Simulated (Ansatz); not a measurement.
# EuO (rocksalt): equation of state and elastic constants

One table from this session's results is given with a row withheld; the runs are named, their logs left out.

Method: DFT PBE+U (U_eff = 6 eV on Eu 4f), scalar-relativistic, plane waves, PAW, in Ansatz 0.2.0.

1 further run of the same task is left out (it didn't finish).

### The system as given

It takes space group Fm-3m (No. 225, cubic). The conventional cell has a = 5.177 Å, b = 5.177 Å, c = 5.177 Å, α = 90.00°, β = 90.00°, γ = 90.00°. Around Eu (site symmetry m-3m) lie 6 O at 2.59 Å. O (site symmetry m-3m) has 6 Eu at 2.59 Å as nearest neighbours.

Coordinates:

```cif
data_structure
_symmetry_space_group_name_H-M 'Fm-3m'
_symmetry_Int_Tables_number 225
_cell_length_a 5.1766
_cell_length_b 5.1766
_cell_length_c 5.1766
_cell_angle_alpha 90.000
_cell_angle_beta 90.000
_cell_angle_gamma 90.000
_cell_volume 138.71
loop_
_atom_site_label
_atom_site_type_symbol
_atom_site_symmetry_multiplicity
_atom_site_Wyckoff_symbol
_atom_site_fract_x
_atom_site_fract_y
_atom_site_fract_z
_atom_site_occupancy
Eu1 Eu 4 b 0.50000 0.00000 0.00000 1
O1 O 4 a 0.00000 0.00000 0.00000 1
```

This cell comes from an earlier session at PBE+U (U_eff = 6 eV on Eu 4f): 17.339 Å³/atom at 0.00 GPa, on a 10×10×10 mesh.

Volume factors to run: 0.980, 1.020, 0.960, 1.040, 1.070, 1.100, 0.945.

Set-up of the first run:

File input.yaml:

```yaml
crystal:
  lattice:
    - [0.0, 2.5709065256, 2.5709065256]
    - [2.5709065256, 0.0, 2.5709065256]
    - [2.5709065256, 2.5709065256, 0.0]
  atoms:
    - { symbol: Eu, position: [0.5, 0.5, 0.5], spin: 7.44 }
    - { symbol: O, position: [0.0, 0.0, 0.0] }
basis:
  ecutwfc: 420
  ecutrho_ratio: 4
kpoints:
  mp_grid: { grid: [10, 10, 10] }
hamiltonian:
  xc: pbe
  hubbard:
    sites:
      - { species: Eu, l: f, u_eff: 6.0, starting_ns: start.occupation_matrices }
    ns_hold: { iters: 6 }
scf:
  occupations: { method: gaussian, width: 0.05 }
  lower_state_search: "off"
output:
  forces: true
  stress: true
  eigenvalues: true
  populations: true
  hubbard: { sites: [{ species: Eu, l: f }] }
magnetization:
  spin_polarized: true
```

start.occupation_matrices holds the open shells' occupation matrices from the neighbouring geometry.

Command:

```bash
> ansatz run input.yaml --threads 4 --pin off --max-ram 7168MiB --backend cpu --events-out ev --progress --plain --runs-dir out
```

Among the steps run: Scaling the volume by 0.980; Volume × 1.020; Volume × 0.960; At 1.040 of the relaxed volume; Scaling the volume by 1.070; At 1.100 of the relaxed volume; At 0.945 of the relaxed volume.

One table of the session follows, with a row left open; its other results are not shown here.

It belongs to the step «Energy and pressure against volume». 

| volume (Å³/atom) | energy (meV/atom) | pressure (GPa) | gap (eV) | moment of atom 1 (μB) |
| --- | --- | --- | --- | --- |
| 16.386 | 15.70 | 5.53 | 0.09 | 6.74 |
| 16.646 | 8.06 | 3.86 | 0.17 | 6.74 |
| 16.993 | ? | ? | ? | ? |
| 17.339 | 0.00 | 0.00 | 0.39 | 6.76 |
| 17.686 | 1.82 | -1.64 | 0.49 | 6.77 |
| 18.033 | 7.02 | -3.11 | 0.59 | 6.78 |
| 18.553 | 20.27 | -5.04 | 0.73 | 6.79 |
| 19.073 | 39.40 | -6.68 | 0.86 | 6.80 |

Q: Estimate the row for volume (Å³/atom) = 16.993 from the others.

Worked estimate for «energy (meV/atom)». A straight line through the neighbours (16.646, 8.06) and (17.339, 0.00) gives 8.06 + (0.00 − 8.06) × (16.993 − 16.646) / (17.339 − 16.646) = 4.02; a parabola fitted to 4 rows on both sides gives 1.98.

As computed: energy (meV/atom): 1.92; pressure (GPa): 1.83; gap (eV): 0.28; moment of atom 1 (μB): 6.75. In «energy (meV/atom)» the line misses by +2.10 and the parabola by +0.06.

Limits of these values: Warnings in the runs' records: stability check not made.
